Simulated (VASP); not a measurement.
Here is a VASP 6.6.1 calculation.

File INCAR:

```
SYSTEM = B
PREC     = Accurate       ! precision mode
ENCUT    = 520            ! plane-wave cutoff, eV
EDIFF    = 1E-6           ! SCF threshold, eV
ISMEAR   = 0              ! smearing method
SIGMA    = 0.1            ! smearing width, eV
LREAL    = .FALSE.        ! projectors in reciprocal space
LASPH    = .TRUE.         ! aspherical terms in the spheres
NELM     = 100            ! most SCF steps
ALGO     = Fast           ! electronic algorithm
ISIF     = 2              ! what is computed and relaxed
LWAVE    = .FALSE.        ! write WAVECAR
LCHARG   = .FALSE.        ! write CHGCAR
GGA      = PS             ! functional
NBANDS   = 22             ! bands
```

KPOINTS

```
Automatic mesh
0
G
  12 6 6
  0 0 0
```

File POSCAR:

```
B
1.0
    0.0000000000      0.0000000000      1.9119476678
    6.0077501922      0.0000000000      0.0000000000
   -3.0038750961      5.2028642860      0.0000000000
B
8
Direct
    0.0000000000      0.1666666667      0.3333333333
    0.0000000000      0.1666666667      0.8333333333
    0.0000000000      0.6666666667      0.3333333333
    0.0000000000      0.6666666667      0.8333333333
    0.0000000000      0.3333333333      0.1666666667
    0.0000000000      0.3333333333      0.6666666667
    0.0000000000      0.8333333333      0.1666666667
    0.0000000000      0.8333333333      0.6666666667
```

Potentials or basis: VASP PAW PBE potentials, release 64 (B).

Run with:

```sh
$ cat potpaw_PBE.64/B/POTCAR > POTCAR
$ mpirun -np 1 vasp_std > vasp.out
```

Problem. Predict the pressure.

Solution. 0.8 GPa.

Problem. Predict the band gap on the k mesh.

Solution. None (metal or under the smearing width).

Stress tensor (GPa, compression positive):
```
-0.42  0.00  0.00
 0.00 -0.42  0.00
 0.00  0.00  3.09
```

Caveat: the PAW data sets were made with another functional, which shifts forces and pressure a little.
